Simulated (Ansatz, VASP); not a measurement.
# CaGeS3: VASP beside Ansatz, part 2 of 2

One calculation is typed for both programs; each brings its own data sets. How far apart do they land? The cell is generated by rule, not measured, and may not be a known phase. The two relaxations start from unlike cells of this crystal (the structure described is Ansatz's start), so only their ends are compared.

VASP 6.6.1 and Ansatz 0.2.0.

So far: The structure; Ansatz: relaxation of cell and atoms, PBEsol.

**3. VASP: relaxation of cell and atoms, PBEsol**

Level of this step: PBEsol; plane waves and PAW (Ca_sv, Ge_d, S); invented cell (VASP).

Its own start cell and the same functional, mesh and smearing now go to VASP, with its own data sets.

Lines of VASP's logs that name or quote its potential files are left out, and so is its time.

INCAR

```
SYSTEM = CaGeS3
PREC = Accurate
ENCUT = 500
EDIFF = 1E-07
NELM = 120
ISMEAR = 1
SIGMA = 0.2
LREAL = .FALSE.
ALGO = Normal
GGA = PS
NBANDS = 52
LORBIT = 11
LWAVE = .FALSE.
LCHARG = .FALSE.
ISIF = 3
IBRION = 2
NSW = 80
EDIFFG = -0.005
LASPH = .TRUE.
GGA_COMPAT = .FALSE.
NELMIN = 4
KPAR = 2
```

POSCAR

```
CaGeS3
1.0
    4.4656942436      5.0161898354      0.0000000000
    4.4656942436      0.0000000000      4.4656942436
    4.4656942436      0.0000000000     -4.4656942436
Ca Ge S
2 2 6
Direct
    0.0000000000      0.0000000000      0.0000000000
    0.0000000000      0.5000000000      0.5000000000
    0.5000001064      0.2499999468      0.7500000532
    0.5000001064      0.7500000532      0.2499999468
    0.5000001064      0.5814780104      0.5814780104
    0.5000001064      0.9185219896      0.9185219896
    0.0000000000      0.5000001064      0.0000000000
    0.0000000000      0.0000000000      0.5000001064
    0.5000001064      0.4185219896      0.0814779040
    0.5000001064      0.0814779040      0.4185219896
```

KPOINTS

```
Automatic mesh
0
Gamma
8 8 8
0 0 0
```

PAW data sets: Ca_sv, Ge_d and S (PBE family, release 64).

On the command line:

```bash
$ mpirun -np 2 vasp_std
```

Numbers of over 12 decimals in the logs are rounded to 6 here.

Output:

```text
[banner, memory and clock lines left out]
running    2 mpi-ranks, on    1 nodes
 distrk:  each k-point on    1 cores,    2 groups
 distr:  one band on    1 cores,    1 groups

 POSCAR found type information on POSCAR CaGeS
 POSCAR found :  3 types and      10 ions
|                                                                             |
|               ----> ADVICE to this user running VASP <----                  |
|                                                                             |
|     You enforced a specific xc type in the INCAR file but a different       |
|     [... a line on the potential file left out ...]
|     I HOPE YOU KNOW WHAT YOU ARE DOING!                                     |
|                                                                             |

 LDA part: xc-table for (Slater+PW92), standard interpolation
 POSCAR, INCAR and KPOINTS ok, starting setup
 FFT: planning ... GRIDC
 FFT: planning ... GRID_SOFT
 FFT: planning ... GRID
 WAVECAR not read
 entering main loop
       N       E                     dE             d eps       ncg     rms          rms(c)
DAV:   1     0.944426854886E+03    0.94443E+03   -0.37428E+04  7752   0.259E+03
DAV:   2     0.134755111288E+03   -0.80967E+03   -0.77750E+03  6200   0.823E+02
DAV:   3    -0.358102673012E+02   -0.17057E+03   -0.16564E+03  7716   0.200E+02
DAV:   4    -0.491823474753E+02   -0.13372E+02   -0.13273E+02  8496   0.642E+01
DAV:   5    -0.499296480129E+02   -0.74730E+00   -0.74582E+00 10528   0.130E+01    0.151E+01
DAV:   6    -0.486719422290E+02    0.12577E+01   -0.32665E+00  9300   0.124E+01    0.106E+01
DAV:   7    -0.486080341831E+02    0.63908E-01   -0.97638E-01  8984   0.387E+00    0.324E+00
DAV:   8    -0.485968090230E+02    0.11225E-01   -0.17797E-01  8440   0.274E+00    0.812E-01
DAV:   9    -0.485970880986E+02   -0.27908E-03   -0.14034E-02  9408   0.680E-01    0.213E-01
DAV:  10    -0.485973802536E+02   -0.29216E-03   -0.30147E-03  8584   0.291E-01    0.119E-01
DAV:  11    -0.485974965175E+02   -0.11626E-03   -0.43412E-04  8528   0.889E-02    0.404E-02
DAV:  12    -0.485975228588E+02   -0.26341E-04   -0.75901E-05  8920   0.485E-02    0.121E-02
DAV:  13    -0.485975259174E+02   -0.30586E-05   -0.85715E-06  7952   0.193E-02    0.566E-03
DAV:  14    -0.485975257755E+02    0.14188E-06   -0.12400E-06  8864   0.701E-03    0.289E-03
DAV:  15    -0.485975257692E+02    0.63174E-08   -0.19310E-07  5720   0.343E-03
   1 F= -.48597526E+02 E0= -.48603022E+02  d E =-.485975E+02
 curvature:   0.00 expect dE= 0.000E+00 dE for cont linesearch  0.000E+00
 trial: gam= 0.00000 g(F)=  0.249E-05 g(S)=  0.558E-04 ort = 0.000E+00 (trialstep = 0.100E+01)
 search vector abs. value=  0.583E-04
 bond charge predicted
       N       E                     dE             d eps       ncg     rms          rms(c)
DAV:   1    -0.485977498006E+02   -0.22403E-03   -0.61173E-03  7744   0.491E-01    0.972E-02
DAV:   2    -0.485976226020E+02    0.12720E-03   -0.34433E-04  8488   0.136E-01    0.455E-02
DAV:   3    -0.485975674007E+02    0.55201E-04   -0.92154E-05  8608   0.632E-02    0.162E-02
DAV:   4    -0.485975631417E+02    0.42590E-05   -0.21496E-05  8888   0.204E-02    0.621E-03
DAV:   5    -0.485975635196E+02   -0.37793E-06   -0.27289E-06  7752   0.786E-03    0.402E-03
DAV:   6    -0.485975641682E+02   -0.64855E-06   -0.56987E-07  7936   0.429E-03    0.156E-03
DAV:   7    -0.485975643733E+02   -0.20513E-06   -0.41552E-08  4328   0.121E-03    0.597E-04
DAV:   8    -0.485975644182E+02   -0.44853E-07   -0.17399E-08  3944   0.808E-04
   2 F= -.48597564E+02 E0= -.48603041E+02  d E =-.386489E-04
 trial-energy change:   -0.000039  1 .order   -0.000039   -0.000058   -0.000020
 step:   1.6458(harm=  1.5357)  dis= 0.00029  next Energy=   -48.597571 (dE=-0.450E-04)
 reached required accuracy - stopping structural energy minimisation
```

Parts of OUTCAR (step 3):

```text
ion  position               nearest neighbor table
   1  0.000  0.000  0.000-   9 2.93  10 2.93   5 2.93   6 2.93
   2  0.000  0.500  0.500-   5 2.93   6 2.93   9 2.93  10 2.93
   3  0.500  0.250  0.750-   9 2.35   6 2.35   5 2.35  10 2.35   8 2.51   7 2.51
   4  0.500  0.750  0.250-  10 2.35   6 2.35   9 2.35   5 2.35   7 2.51   8 2.51
   5  0.500  0.581  0.581-   3 2.35   4 2.35   2 2.93   1 2.93
   6  0.500  0.919  0.919-   3 2.35   4 2.35   2 2.93   1 2.93
   7  0.000  0.500  0.000-   4 2.51   3 2.51
   8  0.000  0.000  0.500-   3 2.51   4 2.51
   9  0.500  0.419  0.081-   3 2.35   4 2.35   1 2.93   2 2.93
  10  0.500  0.081  0.419-   4 2.35   3 2.35   1 2.93   2 2.93

  LATTYP: Found a body centered tetragonal cell.
 ALAT       =     6.3154453647
 C/A-ratio  =     1.5885466648

 Subroutine GETGRP returns: Found 16 space group operations
 (whereof  8 operations were pure point group operations)

The static configuration has the point symmetry D_2d.
 The point group associated with its full space group is D_4h.

 Found     59 irreducible k-points:

   k-points           NKPTS =     59   k-points in BZ     NKDIM =     59   number of bands    NBANDS=     52

   dimension x,y,z NGX =    50 NGY =   48 NGZ =   48
   dimension x,y,z NGXF=   100 NGYF=   96 NGZF=   96

   ENCUT  =  500.0 eV  36.75 Ry    6.06 a.u.  12.24 11.51 11.51*2*pi/ulx,y,z

   NELECT =      84.0000    total number of electrons

 k-points in reciprocal lattice and weights: Automatic mesh
   0.00000000  0.00000000  0.00000000       0.002
   0.12500000  0.00000000  0.00000000       0.004
   0.25000000  0.00000000  0.00000000       0.004
   0.37500000  0.00000000  0.00000000       0.004
   0.50000000  0.00000000  0.00000000       0.002
   0.00000000  0.12500000  0.00000000       0.016
   0.25000000  0.12500000  0.00000000       0.016
   0.37500000  0.12500000  0.00000000       0.016
   0.50000000  0.12500000  0.00000000       0.016
[...]
0.12500000  0.50000000  0.50000000       0.008
   0.25000000  0.50000000  0.50000000       0.004

 average (electrostatic) potential at core
       1 -44.1990       2 -44.1990       3 -74.6835       4 -74.6835       5 -86.4059
       6 -86.4059       7 -85.6535       8 -85.6535       9 -86.4059      10 -86.4059

 E-fermi :   4.6060

 k-point     1 :       0.0000    0.0000    0.0000
  band No.  band energies     occupation
    ...
     39       4.2578      2.03360
     40       4.3803      2.06768
     41       4.3803      2.06767
     42       4.5707      1.29370
     43       4.5707      1.29368
     44       6.5138     -0.00000
     45       7.7823     -0.00000
     46       8.1676     -0.00000
     47       8.1878     -0.00000
     48       8.1878     -0.00000
    ...

 k-point     2 :       0.1250    0.0000    0.0000
  band No.  band energies     occupation
    ...
     39       4.3482      2.06976
     40       4.3482      2.06976
     41       4.4174      2.03630
     42       4.5241      1.63280
     43       4.5241      1.63279
     44       7.0414     -0.00000
     45       7.6251     -0.00000
     46       8.1290     -0.00000
     47       8.1290     -0.00000
     48       8.3749     -0.00000
    ...

 k-point     3 :       0.2500    0.0000    0.0000
  band No.  band energies     occupation
    ...
     38       3.3878      2.00000
     39       4.1339      2.00422
     40       4.1339      2.00422
     41       4.3905      2.06279
     42       4.3905      2.06279
     43       4.7473      0.07564
     44       7.5243     -0.00000
     45       7.5534     -0.00000
     46       8.2563     -0.00000
     47       8.2563     -0.00000
    ...

  Total       -0.0091124      0.0420868     -0.0091124      0.0000000      0.0000000      0.0000000
  in kB       -0.0729990      0.3371544     -0.0729990      0.0000000      0.0000000      0.0000000
  external PRESSURE =       0.0637188 kB  Pullay stress =       0.0000000 kB

  energy-cutoff  :      500.00
  volume of cell :      200.00
      direct lattice vectors                 reciprocal lattice vectors
     4.464296059  5.017545813 -0.000000000     0.000000000  0.199300622 -0.000000000
     4.464296059  0.000000000  4.464296059     0.111999740 -0.099650311  0.111999740
     4.464296059 -0.000000000 -4.464296059     0.111999740 -0.099650311 -0.111999740

 POSITION                                       TOTAL-FORCE (eV/Angst)
 -----------------------------------------------------------------------------------
      0.00000     -0.00000     -0.00000         0.000000     -0.000000     -0.000000
      4.46430     -0.00000      0.00000         0.000000      0.000000      0.000000
      6.69644      2.50877     -2.23215         0.000000     -0.000000      0.000000
      6.69644      2.50877      2.23215         0.000000      0.000000      0.000000
      7.42410      2.50877      0.00000         0.004684     -0.000000      0.000000
     10.43308      2.50877      0.00000        -0.004684      0.000000      0.000000
      2.23215     -0.00000      2.23215         0.000000     -0.000000     -0.000000
      2.23215     -0.00000     -2.23215         0.000000     -0.000000      0.000000
      4.46430      2.50877      1.50449         0.000000     -0.000000     -0.004684
      4.46430      2.50877     -1.50449         0.000000      0.000000      0.004684
 -----------------------------------------------------------------------------------
    total drift:                               -0.001637     -0.002017      0.000000

  FREE ENERGIE OF THE ION-ELECTRON SYSTEM (eV)
  ---------------------------------------------------
  free  energy   TOTEN  =       -48.5975644182 eV

  energy  without entropy=      -48.6139928341  energy(sigma->0) =      -48.60304056

 reached required accuracy - stopping structural energy minimisation

 total charge
# of ion       s       p       d       tot
------------------------------------------
    1        2.023   5.838   0.212   8.073
    2        2.023   5.838   0.212   8.073
    3        1.085   1.019  10.166  12.270
    4        1.085   1.019  10.166  12.270
    5        1.354   2.349   0.000   3.703
    6        1.354   2.349   0.000   3.703
    7        1.332   2.367   0.000   3.699
    8        1.332   2.367   0.000   3.699
    9        1.354   2.349   0.000   3.703
   10        1.354   2.349   0.000   3.703
--------------------------------------------------
tot         14.296  27.844  20.757  62.897

[... 3 further parts left out ...]
```

CONTCAR:

```
CaGeS3
   1.00000000000000
     4.4642960590670100    5.0175458130876525   -0.0000000000000000
     4.4642960590670100    0.0000000000000000    4.4642960590670100
     4.4642960590670100   -0.0000000000000000   -4.4642960590670100
  Ca              Ge              S
     2     2     6
Direct
     0.0000000000000000    0.0000000000000000    0.0000000000000000
     0.0000000000000000    0.5000000000000000    0.5000000000000000
     0.5000001064000017    0.2499999468000027    0.7500000531999973
     0.5000001064000017    0.7500000531999973    0.2499999468000027
     0.5000001064000017    0.5814974167153888    0.5814974167153888
     0.5000001064000017    0.9185025832846112    0.9185025832846112
     0.0000000000000000    0.5000001064000017    0.0000000000000000
     0.0000000000000000    0.0000000000000000    0.5000001064000017
     0.5000001064000017    0.4185025832846112    0.0814973103153942
     0.5000001064000017    0.0814973103153942    0.4185025832846112
```

**4. Comparison**

Known differences besides the potentials themselves: the cutoff is 420 eV in Ansatz and 500 eV in VASP; Ansatz makes its cores anew for this functional, VASP keeps those of its PBE data sets; Ansatz adds a Pulay correction to the stress that steers its cell, VASP none. Total energies have different zeros and are not compared.

Both answers:

```csv
quantity,Ansatz,VASP,difference
volume (Å³),200.00,200.00,+0.00 %
"edge a after relaxation, in the typed setting (Å)",6.716,6.716,+0.00 %
"edge b after relaxation, in the typed setting (Å)",6.314,6.314,+0.00 %
```

**5. Outcome**

```json
{"difference in edge b after relaxation, in the typed setting (relaxation of cell and atoms, PBEsol)": "0.0048 %"}
```

**Reading.** The difference in edge b after relaxation, in the typed setting is 0.0048 % (relaxation of cell and atoms, PBEsol), within the 1.2 % picked in this series as the mark of a large difference, as far as the stopping tolerances let one tell. 1 further run of this series is not shown here. Such differences can come from data sets, numerical settings and the points named under the comparisons, not from the functional's error against experiment.

[Lines on the potential files, build, host, timing and source positions are cut from VASP's logs without a mark.]

[Logs are printed without paths, hosts, clocks, repeated set-up lines and the standing remarks that a program may print on its own settings, such as how far it seeks lower states.]

[Hosts, paths, dates, database ids (printed as entryN), source tags and the programs' standing remarks are cut or masked in the printed files.]
